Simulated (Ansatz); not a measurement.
**Cd: LAPW beside PAW**

Aim: solve Cd at one geometry with all-electron LAPW, PAW on the default files and all-electron PAW on datasets made for the crystal, and see where they agree. The cell is first relaxed from a guess with PAW; it needn't be the stable phase of this composition.

This is Cd in the diamond structure; at room conditions it is hcp.

Method: DFT PBE, scalar-relativistic, in Ansatz 0.2.0.

## Step 1: The structure to begin with

It takes space group Fd-3m (No. 227, cubic). Conventional cell: a = 6.439 Å, b = 6.439 Å, c = 6.439 Å, α = 90.00°, β = 90.00°, γ = 90.00°. Cd (site symmetry -43m) has 4 Cd at 2.79 Å as nearest neighbours.

As a file:

```cif
data_structure
_symmetry_space_group_name_H-M 'P 1'
_symmetry_Int_Tables_number 1
_cell_length_a 4.5531
_cell_length_b 4.5531
_cell_length_c 4.5531
_cell_angle_alpha 60.000
_cell_angle_beta 60.000
_cell_angle_gamma 60.000
_cell_volume 66.74
loop_
_atom_site_label
_atom_site_type_symbol
_atom_site_fract_x
_atom_site_fract_y
_atom_site_fract_z
_atom_site_occupancy
Cd1 Cd 0.00000 0.00000 0.00000 1
Cd2 Cd 0.25000 0.25000 0.25000 1
```

Atoms are numbered in the order of the input: Cd1, Cd2.

## Step 2: Cell and atoms relaxed first

Input file input.yaml:

```yaml
crystal:
  lattice:
    - [0.0, 3.2195088072, 3.2195088072]
    - [3.2195088072, 0.0, 3.2195088072]
    - [3.2195088072, 3.2195088072, 0.0]
  atoms:
    - { symbol: Cd, position: [0.0, 0.0, 0.0] }
    - { symbol: Cd, position: [0.25, 0.25, 0.25] }
kpoints:
  mp_grid: { grid: [9, 9, 9] }
scf:
  occupations: { method: fermi_dirac, width: 0.08 }
hamiltonian:
  xc: pbe
  pseudopotentials: { kind: paw }
output:
  forces: true
  stress: true
relax:
  f_tol: 0.005
  max_steps: 80
  cell: {}
```

On the command line:

```sh
$ ansatz run input.yaml --threads 1 --pin off --max-ram 2048MiB --backend cpu --events-out ev --progress --plain --runs-dir out
```

What it wrote:

```text
Engine: ansatz 0.2.0
Pseudopotentials: kind: paw
Pseudopotential: Cd, paw, valence charge 20, recommended cutoff 420 eV (normal)
Functional definition: PBE
  parameter kappa = 0.804
  parameter beta = 0.06672455060314922
  exchange = pbe_x(kappa = kappa, mu = beta*pi^2/3)
  correlation = pbe_c(beta = beta)
Crystal: 2 atoms, lattice volume = 66.742 Å³
Basis set: ecut = 420 eV, 1291 PW (Γ), exchange–correlation on 64×64×64 points (8 copies of the dense FFT grid, shifted against one another)
Bands: 24, of which v1, the nominal top of the filled ones, is band 20 counted from 1 (19 counted from 0)
Symmetry: 48 space group operations
Space group: Fd-3m (ITA 227), of the structure as read, at distance tolerance 4.1e-5 Å
k-points: 35 of 729
Non-local potential: Cd, projectors of the file, l = 0: 3, l = 1: 2, l = 2: 2, l = 3: 1
PAW form: soft (Blöchl's): semilocal exchange-correlation on the pseudo side does not see the compensation charge
PAW one-centre angular grid: Cd, 590 points (default); XC on 64 Gauss nodes
Initial density: superposition of atomic densities (neutral atoms: chi_scale 0, normalization atom), corrected by the library's trained network
Initial wavefunctions: pseudopotential atomic-orbital guess
Functional: x = pbe(κ = 0.804, μ = 0.2195149727645171), c = pbe(β = 0.06672455060314922)
SCF iter   1: F=—  HF=-16508.209685 eV  |F-HF|=—  |Δ(HF+E_count)|=         —  Δρ=8.24e-4  dr2=8.68e-4  ethr=1.77e-3  ⟨swp⟩=5.5  Hψ=3351  notcnv=0
preconditioner: auto → none  [insulator: Δε(μ)=0.268 eV  Ē_g=11.672 eV  σ=0.080 eV  W_gap=0.57  n_scr=14 (ndim 8)  ℏωp=22.3 eV  f_vac=0.208  D(μ)=0.81/eV (n_scr^D=0)  ε∞_Penn≈4.6]
SCF iter   2: F=—  HF=-16508.210586 eV  |F-HF|=—  |Δ(HF+E_count)|=   9.01e-4  Δρ=4.22e-4  dr2=1.52e-4  ethr=2.17e-6  ⟨swp⟩=2.0  Hψ=1536  notcnv=0
SCF iter   3: F=—  HF=-16508.210670 eV  |F-HF|=—  |Δ(HF+E_count)|=   8.36e-5  Δρ=1.56e-4  dr2=1.48e-5  ethr=3.79e-7  ⟨swp⟩=2.0  Hψ=1245  notcnv=0
SCF iter   4: F=—  HF=-16508.210672 eV  |F-HF|=—  |Δ(HF+E_count)|=   2.19e-6  Δρ=3.54e-5  dr2=7.89e-7  ethr=3.70e-8  ⟨swp⟩=2.0  Hψ=1285  notcnv=0
iter 5 did not close the SCF: its close was put off for the readings that it lacked (scf_convergence_deferred on its scf_iter line)
SCF iter   5: F=-16508.210672 eV  HF=-16508.210672 eV  |F-HF|=2.48e-8  |Δ(HF+E_count)|=   3.84e-7  Δρ=6.72e-6  dr2=1.53e-8  ethr=1.97e-9  ⟨swp⟩=2.1  Hψ=1317  notcnv=0
SCF iter   6: F=-16508.210672 eV  HF=-16508.210672 eV  |F-HF|=6.84e-10  |Δ(HF+E_count)|=   2.98e-8  Δρ=8.47e-7  dr2=2.27e-10  ethr=3.83e-11  ⟨swp⟩=1.7  Hψ=2539  notcnv=0
SCF 1 converged in 6 iterations: F = -16508.210672 eV  dr2 = 2.27e-10
relax step   1: F+E_penalty+E_count = -16508.21067240 eV  Δ(F+E_penalty+E_count) = +0.000e0 eV  max|allowed force component| = 2.313e-17 eV/Å  Δτ_max = 0.0000 Å  P = +2.259 GPa  Ω = 66.742 Å³  (6 SCF iters, dr2 threshold 1.00e-7 eV, accepted)
Crystal: 2 atoms, lattice volume = 72.203 Å³
Basis set: ecut = 420 eV, 1411 PW (Γ), exchange–correlation on 64×64×64 points (8 copies of the dense FFT grid, shifted against one another)
Initial density: handed on by an earlier stage of this run
Initial wavefunctions: those handed on with the density
iter 1 solved again at ethr=9.51e-6 eV; its pass at ethr=3.10e-3 eV (dr2=3.81e-3 eV) is discarded
SCF iter   1: F=—  HF=-16508.254659 eV  |F-HF|=—  |Δ(HF+E_count)|=         —  Δρ=2.28e-3  dr2=5.01e-3  ethr=9.51e-6  ⟨swp⟩=2.2  Hψ=4718  notcnv=0
preconditioner: auto → LDOS  [metal: Δε(μ)=0.049 eV  Ē_g=11.440 eV  σ=0.080 eV  W_gap=0.15  n_scr=14 (ndim 8)  ℏωp=21.4 eV  f_vac=0.226  D(μ)=1.23/eV (n_scr^D=8)  β→1.0]
SCF iter   2: F=—  HF=-16508.254583 eV  |F-HF|=—  |Δ(HF+E_count)|=   7.60e-5  Δρ=3.12e-3  dr2=4.82e-3  ethr=9.51e-6  ⟨swp⟩=2.0  Hψ=1538  notcnv=0
SCF iter   3: F=—  HF=-16508.252999 eV  |F-HF|=—  |Δ(HF+E_count)|=   1.58e-3  Δρ=2.75e-4  dr2=9.15e-5  ethr=9.51e-6  ⟨swp⟩=2.0  Hψ=1365  notcnv=0
SCF iter   4: F=—  HF=-16508.253019 eV  |F-HF|=—  |Δ(HF+E_count)|=   2.00e-5  Δρ=7.59e-5  dr2=7.26e-6  ethr=2.29e-7  ⟨swp⟩=2.1  Hψ=1113  notcnv=0
SCF iter   5: F=-16508.253022 eV  HF=-16508.253022 eV  |F-HF|=2.22e-7  |Δ(HF+E_count)|=   3.06e-6  Δρ=1.28e-5  dr2=1.08e-7  ethr=5.00e-10  ⟨swp⟩=2.7  Hψ=3189  notcnv=0
SCF 2 converged in 5 iterations: F = -16508.253022 eV  dr2 = 1.08e-7
relax step   2: F+E_penalty+E_count = -16508.25302218 eV  Δ(F+E_penalty+E_count) = -4.235e-2 eV  max|allowed force component| = 1.850e-16 eV/Å  Δτ_max = 0.0000 Å  P = +0.487 GPa  Ω = 72.203 Å³  energy of the carried Pulay correction = -1.355e-3 eV  (5 SCF iters, dr2 threshold 2.00e-7 eV, accepted)
Crystal: 2 atoms, lattice volume = 73.862 Å³
Basis set: ecut = 420 eV, 1459 PW (Γ), exchange–correlation on 64×64×64 points (8 copies of the dense FFT grid, shifted against one another)
iter 1 solved again at ethr=9.06e-7 eV; its pass at ethr=3.10e-3 eV (dr2=3.62e-4 eV) is discarded
SCF iter   1: F=—  HF=-16508.255950 eV  |F-HF|=—  |Δ(HF+E_count)|=         —  Δρ=6.34e-4  dr2=4.34e-4  ethr=9.06e-7  ⟨swp⟩=2.1  Hψ=4602  notcnv=0
preconditioner: auto → LDOS  [metal: Δε(μ)=0.006 eV  Ē_g=11.319 eV  σ=0.080 eV  W_gap=0.02  n_scr=14 (ndim 8)  ℏωp=21.2 eV  f_vac=0.240  D(μ)=1.33/eV (n_scr^D=8)  β→1.0]
SCF iter   2: F=—  HF=-16508.255933 eV  |F-HF|=—  |Δ(HF+E_count)|=   1.66e-5  Δρ=8.50e-4  dr2=3.62e-4  ethr=9.06e-7  ⟨swp⟩=2.0  Hψ=1538  notcnv=0
SCF iter   3: F=—  HF=-16508.255818 eV  |F-HF|=—  |Δ(HF+E_count)|=   1.15e-4  Δρ=9.69e-5  dr2=1.48e-5  ethr=9.06e-7  ⟨swp⟩=2.1  Hψ=1341  notcnv=0
SCF iter   4: F=—  HF=-16508.255807 eV  |F-HF|=—  |Δ(HF+E_count)|=   1.06e-5  Δρ=2.64e-5  dr2=1.09e-6  ethr=3.70e-8  ⟨swp⟩=2.0  Hψ=1257  notcnv=0
SCF iter   5: F=-16508.255808 eV  HF=-16508.255808 eV  |F-HF|=3.04e-8  |Δ(HF+E_count)|=   5.12e-7  Δρ=4.86e-6  dr2=1.89e-8  ethr=5.00e-10  ⟨swp⟩=4.2  Hψ=2804  notcnv=0
SCF 3 converged in 5 iterations: F = -16508.255808 eV  dr2 = 1.89e-8
relax step   3: F+E_penalty+E_count = -16508.25580786 eV  Δ(F+E_penalty+E_count) = -2.786e-3 eV  max|allowed force component| = 2.359e-16 eV/Å  Δτ_max = 0.0000 Å  P = +0.135 GPa  Ω = 73.862 Å³  energy of the carried Pulay correction = -1.734e-3 eV  (5 SCF iters, dr2 threshold 2.00e-7 eV, accepted)
Crystal: 2 atoms, lattice volume = 74.519 Å³
iter 1 solved again at ethr=4.15e-8 eV; its pass at ethr=3.10e-3 eV (dr2=1.66e-5 eV) is discarded
SCF iter   1: F=—  HF=-16508.255984 eV  |F-HF|=—  |Δ(HF+E_count)|=         —  Δρ=2.44e-4  dr2=6.61e-5  ethr=4.15e-8  ⟨swp⟩=3.0  Hψ=4476  notcnv=0
eigensolver tolerance schedule calibrated: the retry pair's looser diagonalisation under-reported the residual by θ = 0.75 (0.15/decade); ethr = c·dr2/N_el runs at the constant in force after the calibration composes with the one it found (an armed cap, an earlier calibration), c = 4.2e-2
preconditioner: auto → LDOS  [metal: Δε(μ)=0.029 eV  Ē_g=11.278 eV  σ=0.080 eV  W_gap=0.09  n_scr=14 (ndim 8)  ℏωp=21.1 eV  f_vac=0.249  D(μ)=1.37/eV (n_scr^D=8)  β→1.0]
SCF iter   2: F=—  HF=-16508.255978 eV  |F-HF|=—  |Δ(HF+E_count)|=   6.70e-6  Δρ=3.29e-4  dr2=5.47e-5  ethr=4.15e-8  ⟨swp⟩=2.0  Hψ=1540  notcnv=0
SCF iter   3: F=—  HF=-16508.255961 eV  |F-HF|=—  |Δ(HF+E_count)|=   1.70e-5  Δρ=3.89e-5  dr2=2.41e-6  ethr=4.15e-8  ⟨swp⟩=2.0  Hψ=1538  notcnv=0
SCF iter   4: F=—  HF=-16508.255961 eV  |F-HF|=—  |Δ(HF+E_count)|=   1.33e-7  Δρ=1.03e-5  dr2=1.76e-7  ethr=2.55e-9  ⟨swp⟩=2.0  Hψ=1258  notcnv=0
SCF iter   5: F=-16508.255961 eV  HF=-16508.255961 eV  |F-HF|=5.17e-9  |Δ(HF+E_count)|=   9.12e-8  Δρ=1.84e-6  dr2=2.90e-9  ethr=4.82e-11  ⟨swp⟩=4.0  Hψ=2798  notcnv=0
SCF 4 converged in 5 iterations: F = -16508.255961 eV  dr2 = 2.90e-9
relax step   4: F+E_penalty+E_count = -16508.25596079 eV  Δ(F+E_penalty+E_count) = -1.529e-4 eV  max|allowed force component| = 1.295e-16 eV/Å  Δτ_max = 0.0000 Å  P = +0.012 GPa  Ω = 74.519 Å³  energy of the carried Pulay correction = -1.880e-3 eV  (5 SCF iters, dr2 threshold 4.56e-8 eV, accepted)
Initial wavefunctions: pseudopotential atomic-orbital guess (no wavefunctions were taken with the density)
iter 1 solved again at ethr=2.42e-8 eV; its pass at ethr=3.10e-3 eV (dr2=9.69e-6 eV) is discarded
SCF iter   1: F=—  HF=-16508.257406 eV  |F-HF|=—  |Δ(HF+E_count)|=         —  Δρ=2.05e-4  dr2=5.49e-6  ethr=2.42e-8  ⟨swp⟩=3.1  Hψ=5632  notcnv=0
preconditioner: auto → LDOS  [metal: Δε(μ)=0.027 eV  Ē_g=11.272 eV  σ=0.080 eV  W_gap=0.09  n_scr=14 (ndim 8)  ℏωp=21.1 eV  f_vac=0.251  D(μ)=1.37/eV (n_scr^D=8)  β→1.0]
SCF iter   2: F=—  HF=-16508.257415 eV  |F-HF|=—  |Δ(HF+E_count)|=   8.60e-6  Δρ=9.85e-5  dr2=4.33e-6  ethr=1.37e-8  ⟨swp⟩=2.0  Hψ=1537  notcnv=0
SCF iter   3: F=—  HF=-16508.257424 eV  |F-HF|=—  |Δ(HF+E_count)|=   8.78e-6  Δρ=3.87e-5  dr2=7.60e-7  ethr=1.08e-8  ⟨swp⟩=2.0  Hψ=1536  notcnv=0
SCF iter   4: F=—  HF=-16508.257416 eV  |F-HF|=—  |Δ(HF+E_count)|=   7.35e-6  Δρ=9.23e-6  dr2=4.39e-8  ethr=1.90e-9  ⟨swp⟩=2.0  Hψ=1190  notcnv=0
SCF iter   5: F=—  HF=-16508.257416 eV  |F-HF|=—  |Δ(HF+E_count)|=   1.14e-8  Δρ=1.10e-6  dr2=5.66e-10  ethr=1.10e-10  ⟨swp⟩=2.1  Hψ=1271  notcnv=0
SCF iter   6: F=-16508.257416 eV  HF=-16508.257416 eV  |F-HF|=3.64e-12  |Δ(HF+E_count)|=  1.82e-10  Δρ=9.35e-8  dr2=4.41e-12  ethr=1.00e-12  ⟨swp⟩=4.1  Hψ=3964  notcnv=0
SCF 5 converged in 6 iterations: F = -16508.257416 eV  dr2 = 4.41e-12
relax step   5: F+E_penalty+E_count = -16508.25741645 eV  Δ(F+E_penalty+E_count) = -1.456e-3 eV  max|allowed force component| = 6.939e-17 eV/Å  Δτ_max = 0.0000 Å  P = -0.005 GPa  Ω = 74.519 Å³  stress off target by 5.02e-3 GPa  SCF on the basis re-selected at this cell (its energy is not comparable with the rows above)  (6 SCF iters)
basis re-selected at this cell: Δ(F+E_penalty+E_count) = -1.456e-3 eV, ΔP = -0.017 GPa vs the last step (what re-selecting the basis moved, of the pressure what is left beyond the Pulay correction that the steps carried, after the strain that the cell walked since its last selection, with what the two solves' SCF thresholds leave and, on support functions, any second-order correction that the steps lacked; it is no measure of the basis error at this ecutwfc). This SCF's stress stands 5.02e-3 GPa from its target on what of the cell is left free (relax.cell.stress_tol is 5.00e-2 GPa) and its largest allowed force component is 6.94e-17 eV/Å (relax.f_tol is 5.00e-3 eV/Å): within both
SCF converged after 6 iterations
Free energy (F): -16508.257416 eV
Harris-Foulkes:  -16508.257416 eV  (|F-HF|=3.64e-12)
Internal energy: -16508.229985 eV  (E = F + TS)
E sigma→0 (E₀):  -16508.243701 eV
Entropy (-TS):   -0.027431 eV (-13.716 meV/atom)
Fermi energy:    6.897243 eV
--- Per-component energies (eV) ---
  E_band       = -1088.492596
  E_kinetic    = 1009.413067
  E_local      = -8196.779800  (includes V_loc(G=0)·N_el)
  E_nonlocal   = 63.455181
  E_hartree    = 3777.641554
  E_xc         = -352.584224
  E_vxc        = -441.899630  (∫ρ·V_xc dr)
  E_paw        = -8164.586415  (= ΣΔE_a)
  E_vpaw       = -1077.964642  (= ΣTr[D̂ρ^β])
  E_aug_tail   = 0.000027  (compensation charges beyond the density's cutoff)
  E_ewald      = -4644.789375
  E_smearing   = -0.027431  (= −TS)
  E_closure    = -0.000000  (closes the sum)
  Σ components = -16508.257416   (vs F -16508.257416, Δ=0.00e0)
--- Forces (eV/Å), atoms counted from 1 ---
  atom   1  Cd     0.00000000     0.00000000    -0.00000000
  atom   2  Cd     0.00000000    -0.00000000     0.00000000
  max |Σ_I F_I| component: 3.70e-17 eV/Å
--- Stress (GPa, compression-positive) ---
       -0.005023       0.000000       0.000000
        0.000000      -0.005023       0.000000
        0.000000       0.000000      -0.005023
  P = ⅓ Tr σ = -0.0050 GPa (-0.050 kbar)
--- Relaxed structure (4 steps of the walk, 4 accepted, 1 SCFs on fresh bases) ---
  F+E_penalty+E_count = -16508.25741645 eV   max|allowed force component| = 6.939e-17 eV/Å   (the final SCF, on the basis selected at the relaxed cell)
  cell:  # Å, volume = 74.5194 Å³
    - [-1.0572896968258345e-33, 3.3399999802681073, 3.3399999802681073]
    - [3.3399999802681073, 1.834333931842412e-33, 3.3399999802681073]
    - [3.3399999802681073, 3.3399999802681073, -2.4203017156254065e-34]
  atoms:
    - { symbol: Cd, position: [3.3524469237457946e-34, -1.2088749130235766e-34, 4.860424908032939e-35] }
    - { symbol: Cd, position: [0.24999999999999997, 0.24999999999999997, 0.24999999999999997] }
```

It took 14 s on 1 thread of Arm Neoverse V1, shared host.

Relaxation path:

```csv
step,energy from step 1 (eV/cell),largest force component (eV/Å),pressure (GPa),volume (Å³)
1,0.0000,0.0000,2.26,66.74
2,-0.0423,0.0000,0.49,72.20
3,-0.0451,0.0000,0.14,73.86
4,-0.0453,0.0000,0.01,74.52
5,-0.0467,0.0000,-0.01,74.52
```

Step 1 is the start. Step 5 repeats the geometry before it on a plane-wave basis chosen anew for that cell, so its energy need not be comparable with the rows above.

Lengths and angles in the start's conventional setting:

|  | before | after | change |
| --- | --- | --- | --- |
| a (Å) | 6.439 | 6.680 | +3.7 % |
| b (Å) | 6.439 | 6.680 | +3.7 % |
| c (Å) | 6.439 | 6.680 | +3.7 % |
| volume (Å³/atom) | 33.37 | 37.26 | +11.7 % |
| shortest distance (Å) | 2.788 | 2.893 | +3.7 % |
| space group (0.01 Å) | Fd-3m | Fd-3m | same |

Forces and stress were held to the start's 48 operations: a distortion of lower symmetry was not tested.

[end of part 1 of 2]
